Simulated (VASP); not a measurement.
**NiO: single point with PBE+U**

The system is NiO.

```
Ni O
1.0
     0.00000    2.09131    2.09131
     2.09131    0.00000    2.09131
     2.09131    2.09131    0.00000
Ni O
1 1
Cartesian
  0.0000 0.0000 0.0000
  2.0913 2.0913 2.0913
```

```json
{"Program": "VASP 6.6.1", "Task": "single point", "Functional": "PBE", "Potentials or basis": "VASP PAW PBE potentials, release 64 (Ni, O)", "Cutoff": "520 eV", "k mesh": "8 × 8 × 8", "Occupations": "gaussian, width 0.05 eV", "Spin": "non-collinear spin, random start, spin-orbit coupling", "Starting moments": "[[-0.344, 0.39, -0.685], [0.0, 0.0, -0.0]] μB", "Hubbard terms": "Ni d U = 7 eV"}
```

The pressure is 1.0 GPa. The net moment is 2.00 μB per cell and the valence electrons inside the program's atomic spheres are Ni 9.00; O 5.03.

Moments on the atoms (μB; x, y, z):
```
Ni  -0.74  0.84 -1.47
O   -0.06  0.07 -0.12
```

Run time: 11 min on 1 thread of Intel(R) Xeon(R) Platinum 8375C CPU @ 2.90GHz (Ice Lake), on a shared host, peak memory 0.34 GiB.

Caveat: a cell with one magnetic atom can't hold antiferromagnetic order, which such compounds often take. The state reached can hang on the start; a lower one may exist.
